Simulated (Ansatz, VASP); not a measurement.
**AlN: VASP beside Ansatz**

INCAR

```
  PREC = Accurate
  ENCUT = 520
  EDIFF = 1E-8
  ISMEAR = -1
  SIGMA = 0.02
  LREAL = False
  LASPH = True
  NELM = 80
  ALGO = Normal
  ISIF = 2
  LWAVE = False
  LCHARG = False
  LEFG = True
  NBANDS = 11
```

KPOINTS

```
Automatic mesh
0
Gamma
  10 10 10
```

Contents of POSCAR:

```
AlN
1.0
    0.0000000000      1.9910997195      1.9910997195
    1.9910997195      0.0000000000      1.9910997195
    1.9910997195      1.9910997195      0.0000000000
Al N
1 1
Direct
    0.0000000000      0.0000000000      0.0000000000
    0.5000000000      0.5000000000      0.5000000000
```

Input for Ansatz:

```yaml
crystal:
  lattice:
    - [0.0, 1.9910997195, 1.9910997195]
    - [1.9910997195, 0.0, 1.9910997195]
    - [1.9910997195, 1.9910997195, 0.0]
  atoms:
    - { symbol: Al, position: [0.0, 0.0, 0.0] }
    - { symbol: "N", position: [0.5, 0.5, 0.5] }
kpoints:
  mp_grid: { grid: [10, 10, 10] }
scf:
  occupations: { method: fermi_dirac, width: 0.02 }
hamiltonian:
  xc: lda
  pseudopotentials: { kind: all_electron, datasets: crystal }
output:
  forces: true
  stress: true
  eigenvalues: true
  efg: { contact_densities: true }
```

Change from the starting cell: volume scaled by 1.02, crystal datasets.

Alike in both runs: task electric field gradients; functional LDA; k mesh 10 × 10 × 10; occupations fermi-dirac, width 0.02 eV; no spin polarisation.

|  | VASP | Ansatz |
| --- | --- | --- |
| version | VASP 6.6.1 | Ansatz 0.2.0 |
| potentials or method | VASP PAW LDA potentials, release 64 (Al, N) | all-electron PAW with datasets made for the crystal, scalar-relativistic |
| plane-wave cutoff (eV) | 520 | see its input |

```csv
,VASP,Ansatz,Ansatz less VASP
gap on the k mesh at the Fermi level (eV),4.91,4.90,-0.006
pressure (GPa),7.0,6.3,-0.69
Vzz of the field gradient on the site that differs most (V/Å²),0.0,0.0,0.00
```

Ansatz ran all-electron here, so the differences hold the error of VASP's frozen core and of both bases.

A k mesh can miss the band edges.
